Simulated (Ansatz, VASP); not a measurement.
# One calculation of MnS, two programs

INCAR

```
PREC = Accurate
ENCUT = 520
EDIFF = 1E-6
ISMEAR = 0
SIGMA = 0.05
LREAL = F
LASPH = T
NELM = 100
ALGO = Fast
ISIF = 2
LWAVE = F
LCHARG = F
ISPIN = 2
MAGMOM = 4 0
LORBIT = 11
LMAXMIX = 4
LDAU = T
LDAUTYPE = 2
LDAUL = 2 -1
LDAUU = 2 0
LDAUJ = 0 0
LDAUPRINT = 1
GGA = PS
```

File KPOINTS:

```
regular mesh
0
Gamma
  6 6 6
```

The input POSCAR:

```
MnS
1.0
    0.0000000000      2.6122498900      2.6122498900
    2.6122498900      0.0000000000      2.6122498900
    2.6122498900      2.6122498900      0.0000000000
Mn S
1 1
Direct
    0.0000000000      0.0000000000      0.0000000000
    0.5000000000      0.5000000000      0.5000000000
```

The input input.yaml:

```yaml
crystal:
  lattice:
    - [0.0, 2.61224989, 2.61224989]
    - [2.61224989, 0.0, 2.61224989]
    - [2.61224989, 2.61224989, 0.0]
  atoms:
    - { symbol: Mn, position: [0.0, 0.0, 0.0], spin: 4.0 }
    - { symbol: S, position: [0.5, 0.5, 0.5] }
hamiltonian:
  xc: pbesol
  pseudopotentials: { kind: paw }
  hubbard: { sites: [{ species: Mn, l: d, u_eff: 2.0 }] }
magnetization:
  spin_polarized: true
kpoints:
  mp_grid: { grid: [6, 6, 6] }
scf:
  occupations: { method: gaussian, width: 0.05 }
output:
  forces: true
  stress: true
  eigenvalues: true
```

Alike in both runs: task single point; functional PBEsol; k mesh 6 × 6 × 6; occupations gaussian, width 0.05 eV; collinear spin, ferromagnetic start; Hubbard terms Mn d U = 2 eV.

|  | VASP | Ansatz |
| --- | --- | --- |
| version | VASP 6.6.1 | Ansatz 0.2.0 |
| potentials or method | VASP PAW PBE potentials, release 64 (Mn_pv, S) | Ansatz PAW |
| plane-wave cutoff (eV) | 520 | 420 |
| valence electrons in the cell | 19 | 21 |

|  | VASP | Ansatz | Ansatz less VASP |
| --- | --- | --- | --- |
| gap on the k mesh at the Fermi level (eV) | none | none | - |
| pressure (GPa) | -2.5 | -2.0 | +0.44 |
| net moment per atom (μB) | 2.48 | 2.49 | +0.005 |
| size of the moment on the site where the two differ most (μB) | 4.49 | 4.42 | -0.064 |

Site moments also hang on the region over which each program counts them. The programs project onto different local orbitals, so the same U acts differently. A gap of «none» marks a metal or a gap that the smearing closes. The two sets of potentials don't hold the same shells in valence.

Caveats: a cell with one magnetic atom can't hold antiferromagnetic order, which such compounds often take; the PAW data sets were made with another functional, which shifts forces and pressure a little (VASP); the magnetic or orbital state may not be the lowest (Ansatz); the PAW data sets come from PBE, with cores solved anew for the run's functional, which leaves a small shift of forces and pressure (Ansatz). The state reached can hang on the start; a lower one may exist.
